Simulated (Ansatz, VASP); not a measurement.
**Mg in VASP and in Ansatz**

Contents of run.py:

```python
from ase.calculators.vasp import Vasp
from ase.dft.bandgap import bandgap
from ase.io import read

atoms = read('Mg.cif', primitive_cell=True, subtrans_included=False)
calc = Vasp(
    directory='calc',
    xc='pbesol',
    pp='PBE',
    setups='recommended',
    pp_version='54',
    prec='Accurate',
    encut=520,
    ediff=1e-06,
    ismear=0,
    sigma=0.1,
    lreal=False,
    lasph=True,
    nelm=100,
    algo='Normal',
    isif=2,
    lwave=False,
    lcharg=True,
    lelf=True,
    lvhar=True,
    kpts=[10, 10, 5],
    gamma=True,
)
atoms.calc = calc

print('energy (eV):', atoms.get_potential_energy())
print('free energy (eV):', atoms.get_potential_energy(force_consistent=True))
print('forces (eV/A):')
print(atoms.get_forces())
print('stress (eV/A^3, Voigt):', atoms.get_stress())
print('Fermi level (eV):', calc.get_fermi_level())
gap, top, bottom = bandgap(calc)
print('band gap (eV):', gap, 'from (spin, k, band)', top, 'to', bottom)
```

File Mg.cif:

```cif
data_Mg
_cell_length_a 3.20930000
_cell_length_b 3.20930000
_cell_length_c 5.21030000
_cell_angle_alpha 90.00000000
_cell_angle_beta 90.00000000
_cell_angle_gamma 120.00000000
_space_group_name_H-M_alt 'P6_3/mmc'
_space_group_name_Hall '-P 6c 2c'
_space_group_IT_number 194
loop_
_space_group_symop_operation_xyz
'x,y,z'
'-x,-y,-z'
'x-y,x,z+1/2'
'-x+y,-x,-z+1/2'
'-y,x-y,z'
'y,-x+y,-z'
'-x,-y,z+1/2'
'x,y,-z+1/2'
'-x+y,-x,z'
'x-y,x,-z'
'y,-x+y,z+1/2'
'-y,x-y,-z+1/2'
'-y,-x,-z+1/2'
'y,x,z+1/2'
'-x,-x+y,-z'
'x,x-y,z'
'-x+y,y,-z+1/2'
'x-y,-y,z+1/2'
'y,x,-z'
'-y,-x,z'
'x,x-y,-z+1/2'
'-x,-x+y,z+1/2'
'x-y,-y,-z'
'-x+y,y,z'
loop_
_atom_site_label
_atom_site_type_symbol
_atom_site_symmetry_multiplicity
_atom_site_Wyckoff_symbol
_atom_site_fract_x
_atom_site_fract_y
_atom_site_fract_z
_atom_site_occupancy
Mg1 Mg 2 c 0.6666666667 0.3333333333 0.7500000000 1
```

input.yaml

```yaml
crystal:
  lattice:
    - [3.2093, 0.0, 0.0]
    - [-1.60465, 2.7793353284, 0.0]
    - [0.0, 0.0, 5.2103]
  atoms:
    - { symbol: Mg, position: [0.6666666667, 0.3333333333, 0.75] }
    - { symbol: Mg, position: [0.3333333333, 0.6666666667, 0.25] }
hamiltonian:
  xc: pbesol
  pseudopotentials: { kind: paw }
kpoints:
  mp_grid: { grid: [10, 10, 5] }
scf:
  occupations: { method: gaussian, width: 0.1 }
output:
  forces: true
  stress: true
  eigenvalues: true
```

Alike in both runs: task single point; functional PBEsol; k mesh 10 × 10 × 5; occupations gaussian, width 0.1 eV; no spin polarisation.

```csv
,VASP,Ansatz
version,VASP 6.6.1,Ansatz 0.2.0
potentials or method,"VASP PAW PBE potentials, release 54 (Mg)",Ansatz PAW
plane-wave cutoff (eV),520,420
valence electrons in the cell,4,20
```

VASP gave:

```
gap on the k mesh at the Fermi level (eV)       : none
pressure (GPa)                                  : -1.1
largest component of the traceless stress (GPa) : 0.77
```

Problem. What did Ansatz give for the same quantities?

Solution. gap on the k mesh at the Fermi level (eV): none; pressure (GPa): -1.0; largest component of the traceless stress (GPa): 0.78.

A gap of «none» marks a metal or a gap that the smearing closes. The functional is the same, so the differences come from potentials, cutoffs and numerics. The two sets of potentials don't hold the same shells in valence.

Caveats: the PAW data sets were made with another functional, which shifts forces and pressure a little (VASP); the PAW data sets come from PBE, with cores solved anew for the run's functional, which leaves a small shift of forces and pressure (Ansatz).
